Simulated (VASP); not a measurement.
The system is KCl.

```
CELL_PARAMETERS angstrom
3.77081 0.00000 0.00000
0.00000 3.77081 0.00000
0.00000 0.00000 3.77081
ATOMIC_POSITIONS crystal
K 0.00000 0.00000 0.00000
Cl 0.50000 0.50000 0.50000
```

Measurements of this composition are mostly on another form, of space group No. 225.

Base run:

```yaml
Program: VASP 6.6.1
Functional: r2SCAN
Potentials_or_basis: VASP PAW PBE potentials, release 64 (K_sv, Cl)
Cutoff: 520 eV
k_mesh: 6 × 6 × 6
Occupations: gaussian, width 0.01 eV
Spin: no spin polarisation
```

Its results: band gap on the k mesh 5.81 eV, indirect (least direct gap 6.02 eV); pressure 0.0 GPa.

Problem. The run is repeated on the same cell with these changes: functional from r2SCAN to HSE06; k mesh from 6 × 6 × 6 to 4 × 4 × 4. What comes out?

Solution. Band gap on the k mesh 6.37 eV, indirect (least direct gap 6.60 eV); pressure 0.7 GPa.

Several settings changed at once, so the effect can't be laid on one alone.

Caveats: the PAW data sets were made with another functional, which shifts forces and pressure a little.

A k mesh can miss the band edges.
